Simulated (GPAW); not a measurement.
# CuAu3 (Pm-3m) in GPAW: reference runs

Aim: a first look at CuAu3 with PBEsol, on the cell as given and on a disturbed one.

Program: GPAW 26.7.0. These are calculated values, not measurements. Logs are shortened: lines on timing, memory, paths and dates and some standing lists are left out, and cuts for length are marked. The log counts tension as positive stress, the text compression.

## Step 1: The crystal as given

The structure is cubic, space group Pm-3m (No. 221). The conventional cell has a = 3.980 Å, b = 3.980 Å, c = 3.980 Å, α = 90.00°, β = 90.00°, γ = 90.00°. Around Au (site symmetry 4/mmm) lie 8 Au at 2.81 Å and 4 Cu at 2.81 Å. Cu (site symmetry m-3m) has 12 Au at 2.81 Å as nearest neighbours.

## Step 2: Single point, PBEsol

Input file run.py:

```python
from ase import Atoms
from ase.dft.bandgap import bandgap
from ase.io import write
from ase.units import GPa
from gpaw import GPAW, PW, setup_paths

setup_paths.insert(0, '.')

atoms = Atoms(['Au', 'Au', 'Au', 'Cu'],
              cell=[[3.98, 0.0, 0.0],
                    [0.0, 3.98, 0.0],
                    [0.0, 0.0, 3.98]],
              scaled_positions=[[0.5, 0.5, 0.0],
                                [0.5, 0.0, 0.5],
                                [0.0, 0.5, 0.5],
                                [0.0, 0.0, 0.0]],
              pbc=True)

calc = GPAW(mode=PW(600),
            xc='PBEsol',
            kpts={'size': (7, 7, 7), 'gamma': True},
            occupations={'name': 'fermi-dirac', 'width': 0.05},
            nbands=42,
            convergence={'density': 1e-05, 'energy': 1e-05},
            maxiter=150,
            txt='gpaw.txt')
atoms.calc = calc
energy = atoms.get_potential_energy()
forces = atoms.get_forces()
stress = atoms.get_stress()
calc.write('gs.gpw')
write('result.traj', atoms)
print(f'Energy: {energy:.6f} eV')
print('Forces (eV/A):')
print(forces.round(4))
print('Stress (GPa):', (stress / GPa).round(3))
print('Fermi level:', round(calc.get_fermi_level(), 4), 'eV')
print(f'Gap: {bandgap(calc)[0]:.4f} eV, direct: {bandgap(calc, direct=True)[0]:.4f} eV')
```

Potentials or basis: PAW data sets generated in the run's folder for this functional, pw.

The run is started by

```bash
$ gpaw-setup -f PBEsol Au Cu
$ OMP_NUM_THREADS=1 python run.py
```

gpaw.txt:

```text
__  _  _
 | _ |_)|_||  |
 |__||  | ||/\| - 26.7.0

Input parameters:
  mode=PW(ecut=600.0),
  convergence={'density': 1e-05, 'energy': 1e-05},
  kpts=MonkhorstPack(size=(7, 7, 7), gamma=True),
  maxiter=150,
  nbands=42,
  occupations=Occupations(name='fermi-dirac', width=0.05),
  xc=XC(name='PBEsol')

Diagonalizing LCAO Hamiltonian
Converting LCAO to pw mode
   .---------.
  /|         |
 * |         |
 |Au         |
 | |         |
 | .--Au-----.
 |/    Au   /
 Cu--------*

Atoms  # Å, Bohr magnetons
|   | symbol |        x |        y |        z |    initial magnetic moments |
|---|--------|----------|----------|----------|-----------------------------|
| 0 |     Au | 1.990000 | 1.990000 | 0.000000 | ( 0.0000,  0.0000,  0.0000) |
| 1 |     Au | 1.990000 | 0.000000 | 1.990000 | ( 0.0000,  0.0000,  0.0000) |
| 2 |     Au | 0.000000 | 1.990000 | 1.990000 | ( 0.0000,  0.0000,  0.0000) |
| 3 |     Cu | 0.000000 | 0.000000 | 0.000000 | ( 0.0000,  0.0000,  0.0000) |

Unit cell  # Å
| periodic |        x |        y |        z |  lengths |    angles |
|----------|----------|----------|----------|----------|-----------|
|      yes | 3.980000 | 0.000000 | 0.000000 | 3.980000 | 90.000000 |
|      yes | 0.000000 | 3.980000 | 0.000000 | 3.980000 | 90.000000 |
|      yes | 0.000000 | 0.000000 | 3.980000 | 3.980000 | 90.000000 |

Number of symmetries: 48
Symmetry operations  # r_c * U_cc + t_c -> r_c
|    | kind |            matrix            |
|----|------|------------------------------|
|  0 |  E   |  1, 0, 0,  0, 1, 0,  0, 0, 1 |
|  1 |  σ   |  1, 0, 0,  0, 1, 0,  0, 0,-1 |
|  2 |  σ   |  1, 0, 0,  0, 0, 1,  0, 1, 0 |
|  3 |  C4  |  1, 0, 0,  0, 0, 1,  0,-1, 0 |
|  4 |  C4  |  1, 0, 0,  0, 0,-1,  0, 1, 0 |
|  5 |  σ   |  1, 0, 0,  0, 0,-1,  0,-1, 0 |
|  6 |  σ   |  1, 0, 0,  0,-1, 0,  0, 0, 1 |
|  7 |  C2  |  1, 0, 0,  0,-1, 0,  0, 0,-1 |
|  8 |  σ   |  0, 1, 0,  1, 0, 0,  0, 0, 1 |
|  9 |  C2  |  0, 1, 0,  1, 0, 0,  0, 0,-1 |
| 10 |  C3  |  0, 1, 0,  0, 0, 1,  1, 0, 0 |
| 11 |  S6  |  0, 1, 0,  0, 0, 1, -1, 0, 0 |
| 12 |  S6  |  0, 1, 0,  0, 0,-1,  1, 0, 0 |
| 13 |  C3  |  0, 1, 0,  0, 0,-1, -1, 0, 0 |
| 14 |  C4  |  0, 1, 0, -1, 0, 0,  0, 0, 1 |
| 15 |  S4  |  0, 1, 0, -1, 0, 0,  0, 0,-1 |
| 16 |  C3  |  0, 0, 1,  1, 0, 0,  0, 1, 0 |
| 17 |  S6  |  0, 0, 1,  1, 0, 0,  0,-1, 0 |
| 18 |  σ   |  0, 0, 1,  0, 1, 0,  1, 0, 0 |
| 19 |  C4  |  0, 0, 1,  0, 1, 0, -1, 0, 0 |
| 20 |  C2  |  0, 0, 1,  0,-1, 0,  1, 0, 0 |
| 21 |  S4  |  0, 0, 1,  0,-1, 0, -1, 0, 0 |
| 22 |  S6  |  0, 0, 1, -1, 0, 0,  0, 1, 0 |
| 23 |  C3  |  0, 0, 1, -1, 0, 0,  0,-1, 0 |
| 24 |  S6  |  0, 0,-1,  1, 0, 0,  0, 1, 0 |
| 25 |  C3  |  0, 0,-1,  1, 0, 0,  0,-1, 0 |
| 26 |  C4  |  0, 0,-1,  0, 1, 0,  1, 0, 0 |
| 27 |  σ   |  0, 0,-1,  0, 1, 0, -1, 0, 0 |
| 28 |  S4  |  0, 0,-1,  0,-1, 0,  1, 0, 0 |
| 29 |  C2  |  0, 0,-1,  0,-1, 0, -1, 0, 0 |
| 30 |  C3  |  0, 0,-1, -1, 0, 0,  0, 1, 0 |
| 31 |  S6  |  0, 0,-1, -1, 0, 0,  0,-1, 0 |
| 32 |  C4  |  0,-1, 0,  1, 0, 0,  0, 0, 1 |
| 33 |  S4  |  0,-1, 0,  1, 0, 0,  0, 0,-1 |
| 34 |  S6  |  0,-1, 0,  0, 0, 1,  1, 0, 0 |
| 35 |  C3  |  0,-1, 0,  0, 0, 1, -1, 0, 0 |
| 36 |  C3  |  0,-1, 0,  0, 0,-1,  1, 0, 0 |
| 37 |  S6  |  0,-1, 0,  0, 0,-1, -1, 0, 0 |
| 38 |  σ   |  0,-1, 0, -1, 0, 0,  0, 0, 1 |
| 39 |  C2  |  0,-1, 0, -1, 0, 0,  0, 0,-1 |
| 40 |  σ   | -1, 0, 0,  0, 1, 0,  0, 0, 1 |
| 41 |  C2  | -1, 0, 0,  0, 1, 0,  0, 0,-1 |
| 42 |  C2  | -1, 0, 0,  0, 0, 1,  0, 1, 0 |
| 43 |  S4  | -1, 0, 0,  0, 0, 1,  0,-1, 0 |
[... 77 lines left out ...]
  Cu:
    name:    Copper
    Z:       29.0
    valence: 11
    core:    18
    charge:  0.0  # [|e|]
    compensation charges:
      type: gauss
      rc: 0.33  # [Å]
      lmax: 2
    cutoffs:
      filter: 2.06  # [Å]
      core: 2.43  # [Å]
    projectors
    | kind |    occ | energy [eV] | rcut [Å] |
    |------|--------|-------------|----------|
    |   4s |  1.000 |      -4.607 |    1.164 |
    |   4p |  0.000 |      -0.637 |    1.164 |
    |   3d | 10.000 |      -5.060 |    1.058 |
    |    s |        |      22.604 |    1.164 |
    |    p |        |      26.574 |    1.164 |
    |    d |        |      22.151 |    1.058 |

    Using partial waves for Cu as LCAO basis

Reference energy: -1594351.447657  # eV

eigensolver:
  PPCG
  Converge bands: occupied
  niter=2

density mixing:
  MSR1-Mixer
  Pratt-step length: 0.05
  Maximum mixing coefficient: 0.75
  Old densities: 10
  SVD Regularization: 0.005
  Good broyden scale: 1.0
  Trust region scale: 1.0
  Backstep threshold: 4.0
  History deletion threshold: 6.0
  Fourier metric: weight=20.0, sigma=0.015

occupation numbers:
  Fermi-Dirac:
    width: 0.0500  # eV

poisson solver:
  ecut: 4800.0  # eV

xc functional:
  name: PBEsol with 2 nearest neighbor stencil

convergence criteria:
- Maximum integral of absolute [dens]ity change: 1e-05 electrons / valence electron
- Maximum [total energy] change in last 3 cyles: 1e-05 eV / valence electron
- Maximum integral of absolute [eigenst]ate change: 4e-08 eV^2 / valence electron
maximum number of iterations: 150

SCF iterations
|iter     | |      energy | eigst |  dens |
|---------|-|-------------|-------|-------|
|iter:   1| |  -17.479658 | +0.09 |       |
|iter:   2| |  -17.163174 | -2.10 | -1.05 |
|iter:   3| |  -17.892205 | -1.35 | -1.08 |
|iter:   4| |  -16.661879 | -1.36 | -1.19 |
|iter:   5| |  -15.941962 | -2.57 | -1.51 |
|iter:   6| |  -15.850598 | -2.43 | -1.87 |
|iter:   7| |  -15.815264 | -3.88 | -2.01 |
|iter:   8| |  -15.805074 | -3.98 | -2.33 |
|iter:   9| |  -15.804901 | -5.70 | -3.31 |
|iter:  10| |  -15.804894c| -7.35 | -3.94 |
|iter:  11| |  -15.804891c| -7.61c| -4.25 |
|iter:  12| |  -15.804891c| -8.48c| -5.18c|

Converged in 12 steps
Energy contributions relative to reference atoms: (reference = -1594351.447657)

Energy contributions:
  Kinetic:         -40.388553
  Coulomb:          33.250274
  Zero:              0.548660
  External:          0.000000
  Xc:               -9.208873
  Entropy:          -0.012800
  Spinorbit:         0.000000
  ----------------------------
  Free energy:     -15.811291
  Extrapolated:    -15.804891

dipole moment: (-22.247689, -22.247689, -22.247689)  # |e|*Ang

Fermi level: 9.461
Eigenvalues  # (at kpt = [0.000, 0.000, 0.000])
| band index |      eig [eV] | occ [0-2] |
|------------|---------------|-----------|
|          0 |        -0.462 |     2.000 |
|        ... |               |           |
|         13 |         7.859 |     2.000 |
|         14 |         7.859 |     2.000 |
|         15 |         7.969 |     2.000 |
|         16 |         7.969 |     2.000 |
|         17 |         7.969 |     2.000 |
|         18 |         8.067 |     2.000 |
[... 8 lines left out ...]
|         27 |        19.583 |     0.000 |
|         28 |        19.583 |     0.000 |
|        ... |               |           |
|         41 |        30.133 |     0.000 |

No gap
No difference between direct/indirect transitions

Forces  # eV/Ang
|        x |        y |        z |
|----------|----------|----------|
|  0.00000 |  0.00000 |  0.00000 |  # Au   0
| -0.00000 |  0.00000 |  0.00000 |  # Au   1
|  0.00000 | -0.00000 | -0.00000 |  # Au   2
|  0.00000 |  0.00000 |  0.00000 |  # Cu   3

Stress tensor  # eV/Ang^3
|         x |         y |         z |
|-----------|-----------|-----------|
| -0.011450 |  0.000000 |  0.000000 |
|  0.000000 | -0.011450 |  0.000000 |
|  0.000000 |  0.000000 | -0.011450 |

# Writing to gs.gpw (mode='')
```

Wall time 39 s (1 thread of Arm Neoverse V2, shared host); peak memory 0.19 GiB.

What came out:

- Free energy: -15.8113 eV
- Pressure: 1.8 GPa
- Band gap on the k mesh: none (metal or under the smearing width)

Caveat: with these Cu and Au data sets, volumes or pressures lay over 1.5 % or 2 GPa off other programs in two to four cells of ten.

## Step 3: Single point, PBEsol (atoms moved at random, drawn with an rms of 0.05 Å)

Changes to run.py since step 2:

```diff
@@ -12,6 +12,6 @@
                     [0.0, 0.0, 3.98]],
-              scaled_positions=[[0.5, 0.5, 0.0],
-                                [0.5, 0.0, 0.5],
-                                [0.0, 0.5, 0.5],
-                                [0.0, 0.0, 0.0]],
+              scaled_positions=[[0.52201, 0.499826, -0.003287],
+                                [0.491349, -0.006604, 0.49211],
+                                [0.004882, 0.496545, 0.483895],
+                                [0.001037, 0.004599, 0.008342]],
               pbc=True)
```

Potentials or basis: PAW data sets generated in the run's folder for this functional, pw.

The run is started by

```bash
$ gpaw-setup -f PBEsol Au Cu
$ OMP_NUM_THREADS=1 python run.py
```

gpaw.txt:

```text
__  _  _
 | _ |_)|_||  |
 |__||  | ||/\| - 26.7.0

Input parameters:
  mode=PW(ecut=600.0),
  convergence={'density': 1e-05, 'energy': 1e-05},
  kpts=MonkhorstPack(size=(7, 7, 7), gamma=True),
  maxiter=150,
  nbands=42,
  occupations=Occupations(name='fermi-dirac', width=0.05),
  xc=XC(name='PBEsol')

Diagonalizing LCAO Hamiltonian
Converting LCAO to pw mode
   .---------.
  /|   Au    |
 * |         |
 | |    Au   |
 |Au         |
 | .---------.
 |/         /
 Cu--------*

Atoms  # Å, Bohr magnetons
|   | symbol |        x |         y |         z |    initial magnetic moments |
|---|--------|----------|-----------|-----------|-----------------------------|
| 0 |     Au | 2.077600 |  1.989307 | -0.013082 | ( 0.0000,  0.0000,  0.0000) |
| 1 |     Au | 1.955569 | -0.026284 |  1.958598 | ( 0.0000,  0.0000,  0.0000) |
| 2 |     Au | 0.019430 |  1.976249 |  1.925902 | ( 0.0000,  0.0000,  0.0000) |
| 3 |     Cu | 0.004127 |  0.018304 |  0.033201 | ( 0.0000,  0.0000,  0.0000) |

Unit cell  # Å
| periodic |        x |        y |        z |  lengths |    angles |
|----------|----------|----------|----------|----------|-----------|
|      yes | 3.980000 | 0.000000 | 0.000000 | 3.980000 | 90.000000 |
|      yes | 0.000000 | 3.980000 | 0.000000 | 3.980000 | 90.000000 |
|      yes | 0.000000 | 0.000000 | 3.980000 | 3.980000 | 90.000000 |

Number of symmetries: 1
Symmetry operations  # r_c * U_cc + t_c -> r_c
|   | kind |            matrix            |
|---|------|------------------------------|
| 0 |  E   |  1, 0, 0,  0, 1, 0,  0, 0, 1 |

BZ-sampling:
  Number of BZ points: 343
  Number of IBZ points: 172

  Monkhorst-Pack size: [7, 7, 7]
  Monkhorst-Pack shift: [0, 0, 0]

K-points  # in reciprocal-cell coordinates
|     |                                coordinates |     weight |
|-----|--------------------------------------------|------------|
|   0 | (  0.00000000,   0.00000000,   0.00000000) | 0.00291545 |
|   1 | (  0.00000000,   0.00000000,   0.14285714) | 0.00583090 |
|   2 | (  0.00000000,   0.00000000,   0.28571429) | 0.00583090 |
|   3 | (  0.00000000,   0.00000000,   0.42857143) | 0.00583090 |
|   4 | (  0.00000000,   0.14285714,  -0.42857143) | 0.00583090 |
|   5 | (  0.00000000,   0.14285714,  -0.28571429) | 0.00583090 |
|   6 | (  0.00000000,   0.14285714,  -0.14285714) | 0.00583090 |
|   7 | (  0.00000000,   0.14285714,   0.00000000) | 0.00583090 |
|   8 | (  0.00000000,   0.14285714,   0.14285714) | 0.00583090 |
|   9 | (  0.00000000,   0.14285714,   0.28571429) | 0.00583090 |
| ... |                                            |            |
| 171 | (  0.42857143,   0.42857143,   0.42857143) | 0.00583090 |

Plane wave coefficients: 2128
Cutoff: 600.0 eV

Spin-components: 1 (collinear spins)
Bands:           42
Projectors:      24
Spin-degeneracy: 2
Datatype:        complex128

Parallelization:
  kpt:    1
  domain: 1
  band:   1

[... 55 lines left out ...]
    |    p |        |      26.574 |    1.164 |
    |    d |        |      22.151 |    1.058 |

    Using partial waves for Cu as LCAO basis

Reference energy: -1594351.447657  # eV

eigensolver:
  PPCG
  Converge bands: occupied
  niter=2

density mixing:
  MSR1-Mixer
  Pratt-step length: 0.05
  Maximum mixing coefficient: 0.75
  Old densities: 10
  SVD Regularization: 0.005
  Good broyden scale: 1.0
  Trust region scale: 1.0
  Backstep threshold: 4.0
  History deletion threshold: 6.0
  Fourier metric: weight=20.0, sigma=0.015

occupation numbers:
  Fermi-Dirac:
    width: 0.0500  # eV

poisson solver:
  ecut: 4800.0  # eV

xc functional:
  name: PBEsol with 2 nearest neighbor stencil

convergence criteria:
- Maximum integral of absolute [dens]ity change: 1e-05 electrons / valence electron
- Maximum [total energy] change in last 3 cyles: 1e-05 eV / valence electron
- Maximum integral of absolute [eigenst]ate change: 4e-08 eV^2 / valence electron
maximum number of iterations: 150

SCF iterations
|iter     | |      energy | eigst |  dens |
|---------|-|-------------|-------|-------|
|iter:   1| |  -17.429175 | +0.09 |       |
|iter:   2| |  -17.112869 | -2.10 | -1.05 |
|iter:   3| |  -17.817751 | -1.35 | -1.08 |
|iter:   4| |  -16.636233 | -1.35 | -1.19 |
|iter:   5| |  -15.890863 | -2.55 | -1.51 |
|iter:   6| |  -15.802460 | -2.42 | -1.87 |
|iter:   7| |  -15.764761 | -3.83 | -2.01 |
|iter:   8| |  -15.755067 | -4.01 | -2.34 |
|iter:   9| |  -15.754871 | -5.63 | -3.29 |
|iter:  10| |  -15.754865c| -7.37 | -3.99 |
|iter:  11| |  -15.754864c| -7.83c| -4.33 |
|iter:  12| |  -15.754864c| -7.77c| -4.95 |
|iter:  13| |  -15.754864c| -8.74c| -5.36c|

Converged in 13 steps
Energy contributions relative to reference atoms: (reference = -1594351.447657)

Energy contributions:
  Kinetic:         -39.167987
  Coulomb:          32.191500
  Zero:              0.549921
  External:          0.000000
  Xc:               -9.321922
  Entropy:          -0.012749
  Spinorbit:         0.000000
  ----------------------------
  Free energy:     -15.761238
  Extrapolated:    -15.754864

dipole moment: (-21.909072, 4.944475, 5.257548)  # |e|*Ang

Fermi level: 9.460
Eigenvalues  # (at kpt = [0.000, 0.000, 0.000])
| band index |      eig [eV] | occ [0-2] |
|------------|---------------|-----------|
|          0 |        -0.463 |     2.000 |
|        ... |               |           |
|         13 |         7.837 |     2.000 |
|         14 |         7.854 |     2.000 |
|         15 |         7.940 |     2.000 |
|         16 |         7.960 |     2.000 |
|         17 |         7.963 |     2.000 |
|         18 |         8.050 |     2.000 |
[... 8 lines left out ...]
|         27 |        19.620 |     0.000 |
|         28 |        19.629 |     0.000 |
|        ... |               |           |
|         41 |        30.244 |     0.000 |

No gap
No difference between direct/indirect transitions

Forces  # eV/Ang
|        x |        y |        z |
|----------|----------|----------|
| -0.47019 | -0.10297 | -0.49378 |  # Au   0
|  0.27360 |  0.21533 |  0.30130 |  # Au   1
|  0.11316 | -0.02649 |  0.51203 |  # Au   2
|  0.08343 | -0.08584 | -0.31953 |  # Cu   3

Stress tensor  # eV/Ang^3
|         x |         y |         z |
|-----------|-----------|-----------|
| -0.015574 |  0.000725 | -0.003044 |
|  0.000725 | -0.015508 | -0.000859 |
| -0.003044 | -0.000859 | -0.015557 |

# Writing to gs.gpw (mode='')
```

Run time: 4.8 min. Hardware: 1 thread of Arm Neoverse V2, shared host; peak memory 0.48 GiB.

What came out:

```yaml
Free_energy: -15.7612 eV
Pressure: 2.5 GPa
Largest_force: 0.690 eV/Å
Band_gap_on_the_k_mesh: none (metal or under the smearing width)
```

Forces on the atoms (eV/Å):
```
Au  -0.470 -0.103 -0.494
Au   0.274  0.215  0.301
Au   0.113 -0.026  0.512
Cu   0.083 -0.086 -0.320
```

Levels at points of the mesh, in eV from the Fermi level:
```
           k point  band 20  band 21  band 22  band 23  band 24  band 25
(0.00, 0.00, 0.00)    -1.40    -1.40     1.04     1.06     1.09     6.03
```

Caveat: with these Cu and Au data sets, volumes or pressures lay over 1.5 % or 2 GPa off other programs in two to four cells of ten. The run has no spin-orbit coupling, so splittings on Au are missing.
